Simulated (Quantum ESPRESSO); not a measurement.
Crystal: ZrC.

```
Zr C
1.0
     3.39148    0.00000    0.00000
    -1.69574    2.93710    0.00000
     0.00000    0.00000    5.29005
Zr C
2 2
Direct
  0.66667 0.33333 0.75000
  0.33333 0.66667 0.25000
  0.00000 0.00000 0.50000
  0.00000 0.00000 0.00000
```

The cell comes from a database or a generator and needn't be the stable form of this composition.

Program: Quantum ESPRESSO 7.5. Alike in all runs: no spin polarisation; cell as given; smearing fermi-dirac 0.05 eV. Hardware: 2 MPI ranks on Arm Neoverse V2, with other jobs on the host.

Order these runs on this cell by their wall time, lowest first.
A. task band structure; level PBEsol; potentials or basis GBRV 1.5 PBEsol; k mesh 9 × 9 × 5; cutoff (eV) 612; SCF threshold 8e-10 Ry
B. task band structure; level r2SCAN; potentials or basis SG15 PBE 1.2; k mesh 7 × 7 × 4; cutoff (eV) 1197; SCF threshold 1e-08 Ry; symmetry off
C. task single point; level PBEsol; potentials or basis GBRV 1.5 PBEsol; k mesh 9 × 9 × 5; cutoff (eV) 612; SCF threshold 8e-10 Ry

C (17 s), A (36 s), B (430 s).
